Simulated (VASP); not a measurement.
Set up this calculation in VASP 6.6.1, as the native input.

| Property | Result |
| --- | --- |
| Task | single point |
| Functional | PBE |
| Potentials or basis | VASP PAW PBE potentials, release 64 (B, P) |
| Cutoff | 520 eV |
| k mesh | 10 × 10 × 10 |
| Occupations | fermi-dirac, width 0.02 eV |
| Spin | no spin polarisation |
| Dipole correction | no |
| Further INCAR settings | ALGO = Fast; EDIFF = 1e-07; NBANDS = 11 |

The structure of BP lies in POSCAR:

```
BP
1.0
    0.0000000000      2.2683156840      2.2683156840
    2.3109600188      0.0000000000      2.2683156840
    2.3109600188      2.2683156840      0.0000000000
B P
1 1
Direct
    0.0000000000      0.0000000000      0.0000000000
    0.2500000000      0.2500000000      0.2500000000
```

The cell was built by a generator and needn't be a form met in nature.

The cell isn't the ideal one: uniaxial_x strain +1.9%.

One way to write it, as run:

INCAR

```
SYSTEM = BP
PREC     = Accurate       ! precision mode
ENCUT    = 520            ! plane-wave cutoff, eV
EDIFF    = 1E-7           ! SCF threshold, eV
ISMEAR   = -1             ! smearing method
SIGMA    = 0.02           ! smearing width, eV
LREAL    = .False.        ! projectors in reciprocal space
LASPH    = .True.         ! aspherical terms in the spheres
NELM     = 100            ! most SCF steps
ALGO     = Fast           ! electronic algorithm
ISIF     = 2              ! what is computed and relaxed
LWAVE    = .False.        ! write WAVECAR
LCHARG   = .False.        ! write CHGCAR
GGA      = PE             ! functional
NBANDS   = 11             ! bands
```

KPOINTS

```
regular mesh
0
Gamma
  10 10 10
  0 0 0
```

Potentials or basis: VASP PAW PBE potentials, release 64 (B, P).

Run with:

```bash
$ cat potpaw_PBE.64/B/POTCAR potpaw_PBE.64/P/POTCAR > POTCAR
$ mpirun -np 1 vasp_std > vasp.out
```

Results of the run:

The pressure is -1.9 GPa and the band gap on the k mesh is 1.12 eV, indirect (least direct gap 3.28 eV).

It took 13 s on 1 thread of Intel(R) Xeon(R) 6975P-C (Granite Rapids) (shared host), peak memory 0.14 GiB.
